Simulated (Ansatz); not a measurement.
# Ir: the cost of one run

Method: DFT PBE, scalar-relativistic, plane waves, PAW, in Ansatz 0.2.0.

**1. The system as given**

The structure is cubic, space group Fm-3m (No. 225). The conventional cell has a = 3.839 Å, b = 3.839 Å, c = 3.839 Å, α = 90.00°, β = 90.00°, γ = 90.00°. Ir (site symmetry m-3m) has 12 Ir at 2.71 Å in its first shell of neighbours.

Coordinates:

```xyz
1
Lattice="0.0000 1.9197 1.9197 1.9197 0.0000 1.9197 1.9197 1.9197 0.0000" Properties=species:S:1:pos:R:3 pbc="T T T"
Ir    0.0000    0.0000    0.0000
```

The cell is taken as given, not relaxed at this level.

**2. Zero of energy**

Reference values: F = -11935.3047 eV; pressure 9.08 GPa; largest force 0.000 eV/Å; gap on the mesh none (metal). It was computed beforehand with the settings of the runs below.

**3. Setting up a tetragonal deformation path**

At fixed volume and fractional coordinates, lengths along (0.000, 0.000, 1.000) are scaled against those across it; ρ is that ratio over its starting value.

**4. ρ = 0.707**

File input.yaml:

```yaml
crystal:
  lattice:
    - [0.0, 2.154898871, 1.5235135018]
    - [2.154898871, 0.0, 1.5235135018]
    - [2.154898871, 2.154898871, 0.0]
  atoms:
    - { symbol: Ir, position: [0.0, 0.0, 0.0] }
basis:
  ecutwfc: 420
kpoints:
  mp_grid: { grid: [24, 24, 24] }
hamiltonian:
  xc: pbe
scf:
  occupations: { method: gaussian, width: 0.15 }
output:
  forces: true
  stress: true
  eigenvalues: true
  write_density: true
  write_potential: true
  elf: true
  volumetric_format: npy
```

The run is started by

```bash
> ansatz run input.yaml --threads 1 --pin off --max-ram 2560MiB --backend cpu --events-out ev --progress --plain --runs-dir out
```

**Question.** How long does this run take on 1 thread of Intel Xeon at 2.70GHz, shared host, and how much memory does it need?

About 17 s, with a peak of 0.47 GiB.
